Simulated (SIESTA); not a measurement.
The system is C, a slab with vacuum.

```xyz
8
Lattice="2.4565 0.0000 0.0000 1.2281 2.1274 0.0000 0.0000 0.0000 25.5091" Properties=species:S:1:pos:R:3 pbc="T T T"
C     0.5802    0.3350    7.5000
C     1.8084    1.0442    7.5007
C     1.7745    1.0245   11.0028
C     3.0027    1.7337   11.0035
C     2.9687    1.7141   14.5057
C     0.5124    0.2959   14.5063
C     0.4785    0.2763   18.0085
C     1.7067    0.9854   18.0091
```

Program: SIESTA 5.4.2. Alike in all runs: task band structure; level PBE; no spin polarisation; cell as given; k mesh 8 × 8 × 1; smearing fermi-dirac 0.05 eV; grid cutoff 500 Ry; energy shift 0.003 Ry; the mesh is coarse, so values aren't converged. Hardware: 1 thread of Intel(R) Xeon(R) Platinum 8259CL CPU @ 2.50GHz (Skylake/Cascade Lake), with other jobs on the host.

Order these runs on this cell by their wall time, lowest first.
A. potentials or basis PseudoDojo 0.4 standard (PBE files), DZP (energy shift 0.003 Ry)
B. potentials or basis PseudoDojo 0.4 standard (PBE files), DZ (energy shift 0.003 Ry)
C. potentials or basis PseudoDojo 0.4 standard (PBE files), TZDP (energy shift 0.003 Ry)

B (27 s), A (85 s), C (180 s).

Caveats: all runs use coarse meshes; the basis has no polarisation orbitals (some runs).
